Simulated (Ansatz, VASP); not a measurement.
This is a calculation of Na for VASP 6.6.1.

Contents of INCAR:

```
PREC = Accurate
ENCUT = 520
EDIFF = 1E-6
ISMEAR = 1
SIGMA = 0.1
LREAL = False
LASPH = True
NELM = 100
ALGO = Fast
ISIF = 2
LWAVE = False
LCHARG = False
GGA = PE
NBANDS = 10
```

KPOINTS

```
Automatic mesh
0
Gamma
  9 9 9
```

Contents of POSCAR:

```
Na
1.0
    3.7083207800      0.0000000000      0.0000000000
   -1.2361069264      3.4962383606      0.0000000000
   -1.2361069264     -1.7481191797      3.0278312383
Na
1
Direct
    0.0000000000      0.0000000000      0.0000000000
```

Potentials or basis: VASP PAW PBE potentials, release 64 (Na_pv).

The run is started by

```sh
$ cat potpaw_PBE.64/Na_pv/POTCAR > POTCAR
$ mpirun -np 1 vasp_std > vasp.out
```

Translate it to Ansatz 0.2.0. Potentials there: Ansatz PAW.

As run (the cutoff follows the program's own potentials):

File input.yaml:

```yaml
crystal:
  lattice:
    - [3.70832078, 0.0, 0.0]
    - [-1.2361069264, 3.4962383606, 0.0]
    - [-1.2361069264, -1.7481191797, 3.0278312383]
  atoms:
    - { symbol: Na, position: [0.0, 0.0, 0.0] }
hamiltonian:
  xc: pbe
  pseudopotentials: { kind: paw }
kpoints:
  mp_grid: { grid: [9, 9, 9] }
scf:
  occupations: { method: methfessel_paxton, width: 0.1 }
output:
  forces: true
  stress: true
  eigenvalues: true
```

Potentials or basis: Ansatz PAW.

The run is started by

```bash
$ ansatz run input.yaml --threads 1 --pin off --max-ram 3584MiB --backend cpu --events-out ev --progress --plain --runs-dir out
```

Both were run:

|  | VASP | Ansatz | Ansatz less VASP |
| --- | --- | --- | --- |
| gap on the k mesh at the Fermi level (eV) | none | none | - |
| pressure (GPa) | -0.5 | -0.4 | +0.10 |

A gap of «none» marks a metal or a gap that the smearing closes. The two sets of potentials don't hold the same shells in valence.
